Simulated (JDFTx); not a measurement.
# Si2W (P1) in JDFTx: single point with PBEsol

Aim: the single point of Si2W with PBEsol.

All numbers are computed with JDFTx 1.7.0 (patched build); they aren't measurements. Logs are shortened: lines on timing, memory, paths and dates and some standing lists are left out, and cuts for length are marked. The log counts tension as positive stress, the text compression.

### Step 1. The cell of the first run

The typed cell holds 3 atoms: a = 4.527 Å, b = 4.527 Å, c = 4.527 Å, α = 138.42°, β = 138.42°, γ = 60.27°.

### Step 2. Single point, PBEsol (atoms moved at random, drawn with an rms of 0.05 Å)

The input, Si2W.in:

```
lattice \
   -3.0366009097     3.0366009097     3.0366009097 \
    3.0366009097    -3.0366009097     3.0366009097 \
    7.3981832916     7.3981832916    -7.3981832916
coords-type Lattice
ion W      0.0121670000    -0.0019450000     0.0117850000 1
ion Si     0.6816470000     0.6532560000     0.0082920000 1
ion Si     0.3346560000     0.3145310000    -0.0264480000 1

ion-species pseudo/W.upf
ion-species pseudo/Si.upf
elec-cutoff 37 296
elec-ex-corr gga-PBEsol
kpoint-folding 12 12 12
elec-smearing Fermi 0.0018374661
elec-n-bands 17
electronic-SCF nIterations 100 energyDiffThreshold 1e-09
electronic-minimize nIterations 30 energyDiffThreshold 1e-7
converge-empty-states yes
forces-output-coords Cartesian

dump-name run.$VAR
dump End Ecomponents EigStats BandEigs Kpoints Forces Stress ElecDensity Dtot KEdensity
```

Potentials or basis: PseudoDojo-SR-PBEsol-0.4.1-standard with smoothed tails.

Launch:

```console
$ jdftx -c 1 -i Si2W.in -o Si2W.out
```

The log of the run:

```text
*************** JDFTx 1.7.0 (patched build) ***************

Input parsed successfully to the following command list (including defaults):

basis kpoint-dependent
converge-empty-states yes
coords-type Lattice
core-overlap-check vector
coulomb-interaction Periodic
davidson-band-ratio 1.1
dump End Forces ElecDensity KEdensity Dtot BandEigs EigStats Ecomponents Stress Kpoints
dump-name run.$VAR
elec-cutoff 37 296
elec-eigen-algo Davidson
elec-ex-corr gga-PBEsol
elec-n-bands 17 1
elec-smearing Fermi 0.00183747
electronic-minimize  \
	dirUpdateScheme      FletcherReeves \
	linminMethod         DirUpdateRecommended \
	nIterations          30 \
	history              15 \
	knormThreshold       0 \
	maxThreshold         no \
	energyDiffThreshold  1e-07 \
	nEnergyDiff          2 \
	convergeAll          no \
	alphaTstart          1 \
	alphaTmin            1e-10 \
	updateTestStepSize   yes \
	alphaTreduceFactor   0.1 \
	alphaTincreaseFactor 3 \
	nAlphaAdjustMax      3 \
	wolfeEnergy          0.0001 \
	wolfeGradient        0.9 \
	abortOnFailedStep    no \
	fdTest               no
electronic-scf  \
	nIterations	100 \
	energyDiffThreshold	1e-09 \
	residualThreshold	1e-07 \
	mixFraction	0.5 \
	qMetric	0.8 \
	history	10 \
	nEigSteps	2 \
	eigDiffThreshold	1e-08 \
	mixedVariable	Density \
	qKerker	0.8 \
	qKappa	-1 \
	verbose	no \
	mixFractionMag	1.5
exchange-regularization WignerSeitzTruncated
fluid None
fluid-ex-corr lda-TF lda-PZ
fluid-gummel-loop 10 1.000000e-05
fluid-minimize  \
	dirUpdateScheme      PolakRibiere \
	linminMethod         DirUpdateRecommended \
	nIterations          100 \
	history              15 \
	knormThreshold       0 \
	maxThreshold         no \
	energyDiffThreshold  0 \
	nEnergyDiff          2 \
	convergeAll          no \
	alphaTstart          1 \
	alphaTmin            1e-10 \
	updateTestStepSize   yes \
	alphaTreduceFactor   0.1 \
	alphaTincreaseFactor 3 \
	nAlphaAdjustMax      3 \
	wolfeEnergy          0.0001 \
	wolfeGradient        0.9 \
	abortOnFailedStep    no \
	fdTest               no
fluid-solvent H2O 55.338 ScalarEOS \
	epsBulk 78.4 \
	pMol 0.92466 \
	epsInf 1.77 \
	Pvap 1.06736e-10 \
	sigmaBulk 4.62e-05 \
	Rvdw 2.61727 \
	Res 1.42 \
	tauNuc 343133 \
	poleEl 15 7 1
forces-output-coords Cartesian
ion W   0.012167000000000  -0.001945000000000   0.011785000000000 1
ion Si   0.681647000000000   0.653256000000000   0.008292000000000 1
ion Si   0.334656000000000   0.314531000000000  -0.026448000000000 1
ion-species pseudo/W.upf
ion-species pseudo/Si.upf
ion-width 0
ionic-minimize  \
	dirUpdateScheme      L-BFGS \
	linminMethod         DirUpdateRecommended \
	nIterations          0 \
	history              15 \
	knormThreshold       0.0001 \
	maxThreshold         no \
	energyDiffThreshold  1e-06 \
	nEnergyDiff          2 \
	convergeAll          no \
	alphaTstart          1 \
	alphaTmin            1e-10 \
	updateTestStepSize   yes \
	alphaTreduceFactor   0.1 \
	alphaTincreaseFactor 3 \
	nAlphaAdjustMax      3 \
	wolfeEnergy          0.0001 \
	wolfeGradient        0.9 \
	abortOnFailedStep    no \
	fdTest               no
kpoint   0.000000000000   0.000000000000   0.000000000000  1.00000000000000
kpoint-folding 12 12 12
latt-move-scale 1 1 1
latt-scale 1 1 1
lattice  \
	  -3.036600909700000    3.036600909700000    3.036600909700000  \
	   3.036600909700000   -3.036600909700000    3.036600909700000  \
	   7.398183291600000    7.398183291600000   -7.398183291600000
lattice-minimize  \
	dirUpdateScheme      L-BFGS \
	linminMethod         DirUpdateRecommended \
	nIterations          0 \
	history              15 \
	knormThreshold       0 \
	maxThreshold         no \
	energyDiffThreshold  1e-06 \
	nEnergyDiff          2 \
	convergeAll          no \
	alphaTstart          1 \
	alphaTmin            1e-10 \
	updateTestStepSize   yes \
	alphaTreduceFactor   0.1 \
	alphaTincreaseFactor 3 \
	nAlphaAdjustMax      3 \
	wolfeEnergy          0.0001 \
	wolfeGradient        0.9 \
	abortOnFailedStep    no \
	fdTest               no
lcao-params -1 1e-06 0.00183747
pcm-variant GLSSA13
perturb-minimize  \
	nIterations            0 \
	algorithm              MINRES \
	residualTol            0.0001 \
	residualDiffThreshold  0.0001 \
	CGBypass               no \
	recomputeResidual      no
spintype no-spin
subspace-rotation-factor 1 yes
symmetries automatic
symmetry-threshold 0.0001

---------- Setting up symmetries ----------

Non-trivial transmission matrix:
[   1   0   0  ]
[   0   1   0  ]
[   1   1   1  ]
with reduced lattice vectors:
[      0.000000      6.073202      3.036601  ]
[      6.073202      0.000000      3.036601  ]
[      0.000000      0.000000     -7.398183  ]

Found 16 point-group symmetries of the bravais lattice
Found 1 space-group symmetries with basis
Applied RMS atom displacement 0 bohrs to make symmetries exact.

---------- Initializing the Grid ----------
R =
[      -3.0366       3.0366       3.0366  ]
[       3.0366      -3.0366       3.0366  ]
[      7.39818      7.39818     -7.39818  ]
unit cell volume = 272.873
G =
[ -3.2612e-18    1.03458   0.424644  ]
[    1.03458 -3.2612e-18   0.424644  ]
[    1.03458    1.03458 1.42395e-17  ]
Minimum fftbox size, Smin = [  68  68  68  ]
Chosen fftbox size, S = [  70  70  70  ]

---------- Initializing tighter grid for wavefunction operations ----------
R =
[      -3.0366       3.0366       3.0366  ]
[       3.0366      -3.0366       3.0366  ]
[      7.39818      7.39818     -7.39818  ]
unit cell volume = 272.873
G =
[ -3.2612e-18    1.03458   0.424644  ]
[    1.03458 -3.2612e-18   0.424644  ]
[    1.03458    1.03458 1.42395e-17  ]
Minimum fftbox size, Smin = [  48  48  48  ]
Chosen fftbox size, S = [  48  48  48  ]

---------- Exchange Correlation functional ----------
Initalized PBEsol GGA exchange.
Initalized PBEsol GGA correlation.

---------- Setting up pseudopotentials ----------
Width of ionic core gaussian charges (only for fluid interactions / plotting) set to 0

Reading pseudopotential file 'pseudo/W.upf':
  'W' pseudopotential, 'PBESOL' functional
  Generated using ONCVPSP code by D. R. Hamann
  14 valence electrons, 4 orbitals, 8 projectors, 1001 radial grid points, with lMax = 3
    5S    l: 0   occupation:  2.0   eigenvalue: -2.907164
    5P    l: 1   occupation:  6.0   eigenvalue: -1.588366
    5D    l: 2   occupation:  4.0   eigenvalue: -0.165815
    6S    l: 0   occupation:  2.0   eigenvalue: -0.211168
  Core radius for overlap checks: 2.00 bohrs.

Reading pseudopotential file 'pseudo/Si.upf':
  'Si' pseudopotential, 'PBESOL' functional
  Generated using ONCVPSP code by D. R. Hamann
  4 valence electrons, 2 orbitals, 6 projectors, 1001 radial grid points, with lMax = 2
    3S    l: 0   occupation:  2.0   eigenvalue: -0.395742
    3P    l: 1   occupation:  2.0   eigenvalue: -0.149099
  Core radius for overlap checks: 1.86 bohrs.

Initialized 2 species with 3 total atoms.

Folded 1 k-points by 12x12x12 to 1728 k-points.

---------- Setting up k-points, bands, fillings ----------
Adding inversion symmetry to k-mesh for non-inversion-symmetric unit cell.
Reduced to 868 k-points under symmetry.
Computing the number of bands and number of electrons
Calculating initial fillings.
nElectrons:  22.000000   nBands: 17   nStates: 868

----- Setting up reduced wavefunction bases (one per k-point) -----
average nbasis = 2933.259 , ideal nbasis = 2933.304

---------- Setting up ewald sum ----------
Optimum gaussian width for ewald sums = 2.202084 bohr.
Real space sum over 1573 unit cells with max indices [  5  5  6  ]
Reciprocal space sum over 3375 terms with max indices [  7  7  7  ]

---------- Allocating electronic variables ----------
Initializing wave functions:  linear combination of atomic orbitals
W pseudo-atom occupations:   s ( 2 2 )  p ( 6 )  d ( 4 )
Si pseudo-atom occupations:   s ( 2 )  p ( 2 )
	FillingsUpdate:  mu: +0.668791135  nElectrons: 22.000000
LCAOMinimize: Iter:   0  F: -76.8975115043445072  |grad|_K:  4.481e-04  alpha:  1.000e+00
	FillingsUpdate:  mu: +0.643050088  nElectrons: 22.000000
LCAOMinimize: Iter:   1  F: -76.9062138710375649  |grad|_K:  2.735e-05  alpha:  2.803e-01  linmin:  2.188e-02  cgtest: -9.264e-02
	FillingsUpdate:  mu: +0.643060976  nElectrons: 22.000000
LCAOMinimize: Iter:   2  F: -76.9062987096235702  |grad|_K:  4.252e-06  alpha:  7.473e-01  linmin:  8.986e-02  cgtest: -1.024e-01
	FillingsUpdate:  mu: +0.643351765  nElectrons: 22.000000
LCAOMinimize: Iter:   3  F: -76.9062996353408010  |grad|_K:  1.862e-06  alpha:  3.485e-01  linmin:  5.243e-05  cgtest:  1.431e-01
	FillingsUpdate:  mu: +0.643286640  nElectrons: 22.000000
LCAOMinimize: Iter:   4  F: -76.9062999744270002  |grad|_K:  3.111e-07  alpha:  6.239e-01  linmin: -1.685e-03  cgtest: -5.174e-02
LCAOMinimize: Converged (|Delta F|<1.000000e-06 for 2 iters).

-------- Electronic minimization -----------
Will mix electronic density at each iteration.
	FillingsUpdate:  mu: +0.643286640  nElectrons: 22.000000
	FillingsUpdate:  mu: +0.622132112  nElectrons: 22.000000
SCF: Cycle:  0   F: -77.055272110151620   dF: -1.490e-01   |Residual|: 1.013e-01   |deigs|: 3.302e-02
	FillingsUpdate:  mu: +0.610177720  nElectrons: 22.000000
SCF: Cycle:  1   F: -77.068156350293378   dF: -1.288e-02   |Residual|: 3.939e-02   |deigs|: 2.081e-02
	FillingsUpdate:  mu: +0.610395390  nElectrons: 22.000000
SCF: Cycle:  2   F: -77.069170436653309   dF: -1.014e-03   |Residual|: 1.672e-02   |deigs|: 2.234e-03
	FillingsUpdate:  mu: +0.609831869  nElectrons: 22.000000
SCF: Cycle:  3   F: -77.069276892956182   dF: -1.065e-04   |Residual|: 2.814e-03   |deigs|: 1.685e-03
	FillingsUpdate:  mu: +0.609757443  nElectrons: 22.000000
SCF: Cycle:  4   F: -77.069283401359030   dF: -6.508e-06   |Residual|: 3.391e-04   |deigs|: 3.553e-04
	FillingsUpdate:  mu: +0.609767174  nElectrons: 22.000000
SCF: Cycle:  5   F: -77.069284504140725   dF: -1.103e-06   |Residual|: 1.230e-04   |deigs|: 1.444e-04
	FillingsUpdate:  mu: +0.609774791  nElectrons: 22.000000
SCF: Cycle:  6   F: -77.069284906270127   dF: -4.021e-07   |Residual|: 3.196e-05   |deigs|: 1.346e-04
	FillingsUpdate:  mu: +0.609774534  nElectrons: 22.000000
SCF: Cycle:  7   F: -77.069285042172680   dF: -1.359e-07   |Residual|: 2.472e-05   |deigs|: 1.064e-04
	FillingsUpdate:  mu: +0.609777237  nElectrons: 22.000000
SCF: Cycle:  8   F: -77.069285090809117   dF: -4.864e-08   |Residual|: 7.664e-06   |deigs|: 8.362e-05
	FillingsUpdate:  mu: +0.609777052  nElectrons: 22.000000
SCF: Cycle:  9   F: -77.069285107497990   dF: -1.669e-08   |Residual|: 3.360e-06   |deigs|: 8.828e-05
	FillingsUpdate:  mu: +0.609777196  nElectrons: 22.000000
SCF: Cycle: 10   F: -77.069285113440756   dF: -5.943e-09   |Residual|: 3.974e-06   |deigs|: 6.831e-05
	FillingsUpdate:  mu: +0.609777485  nElectrons: 22.000000
SCF: Cycle: 11   F: -77.069285115686213   dF: -2.245e-09   |Residual|: 2.389e-06   |deigs|: 6.114e-05
	FillingsUpdate:  mu: +0.609777533  nElectrons: 22.000000
SCF: Cycle: 12   F: -77.069285116453841   dF: -7.676e-10   |Residual|: 2.910e-06   |deigs|: 5.228e-05
	FillingsUpdate:  mu: +0.609777746  nElectrons: 22.000000
SCF: Cycle: 13   F: -77.069285116775958   dF: -3.221e-10   |Residual|: 1.251e-06   |deigs|: 5.632e-05
SCF: Converged (|Delta E|<1.000000e-09 for 2 iters).

Setting wave functions to eigenvectors of Hamiltonian
Converging empty states (this may take a while): |deigs|: 4.169e-04

# Stress tensor in Cartesian coordinates [Eh/a0^3]:
[  4.17044e-05 -1.67304e-05  1.41438e-05  ]
[ -1.67304e-05   4.0113e-05  2.01811e-05  ]
[  1.41438e-05  2.01811e-05  1.94934e-05  ]

# Ionic positions in lattice coordinates:
ion W   0.012167000000000  -0.001945000000000   0.011785000000000 1
ion Si   0.681647000000000   0.653256000000000   0.008292000000000 1
ion Si   0.334656000000000   0.314531000000000  -0.026448000000000 1

# Forces in Cartesian coordinates:
force W  -0.011004852796362  -0.004091756170989   0.004011108678150 1
force Si   0.000561497602327  -0.005712031796167   0.006661502566411 1
force Si   0.010443048882579   0.009803407091836  -0.010671042535835 1

# Energy components:
   Eewald =      -62.5660117008043386
       EH =       13.8592141493672951
     Eloc =      -53.4623750047141826
      Enl =       13.7793866450337639
      Exc =      -19.7491544426148558
 Exc_core =        7.2727406155425847
       KE =       23.7970004992562210
-------------------------------------
     Etot =      -77.0691992389334928
       TS =        0.0000858778424724
-------------------------------------
        F =      -77.0692851167759585

IonicMinimize: Iter:   0  F: -77.069285116775958  |grad|_K:  7.819e-03
IonicMinimize: None of the convergence criteria satisfied after 0 iterations.

#--- Lowdin population analysis ---
# oxidation-state W +0.027
# oxidation-state Si +0.096 +0.096

Dumping 'run.eigStats' ...
	eMin: -2.103005 at state 0 ( [ +0.000000 +0.000000 +0.000000 ] spin 0 )
	HOMO: +0.609298 at state 418 ( [ +0.250000 +0.333333 -0.333333 ] spin 0 )
	mu  : +0.609778
	LUMO: +0.609834 at state 706 ( [ +0.416667 +0.333333 -0.333333 ] spin 0 )
	eMax: +0.914440 at state 737 ( [ +0.416667 -0.416667 +0.250000 ] spin 0 )
	HOMO-LUMO gap: +0.000536
	Optical gap  : +0.014558 at state 718 ( [ +0.416667 +0.416667 -0.333333 ] spin 0 )
Done!
```

Run time: 30 min. Hardware: 1 thread of Intel Xeon 6975P-C (Granite Rapids), shared host; peak memory 3.4 GiB.

Results:

```yaml
Free_energy: -2097.1621 eV
Pressure: -1.0 GPa
Largest_force: 0.918 eV/Å
Band_gap_on_the_k_mesh: none (metal or under the smearing width)
```

Forces on the atoms (eV/Å):
```
W   -0.566 -0.210  0.206
Si   0.029 -0.294  0.343
Si   0.537  0.504 -0.549
```

Stress tensor (GPa, compression positive):
```
-1.23  0.49 -0.42
 0.49 -1.18 -0.59
-0.42 -0.59 -0.57
```

The run has no spin-orbit coupling, so splittings on W are missing.
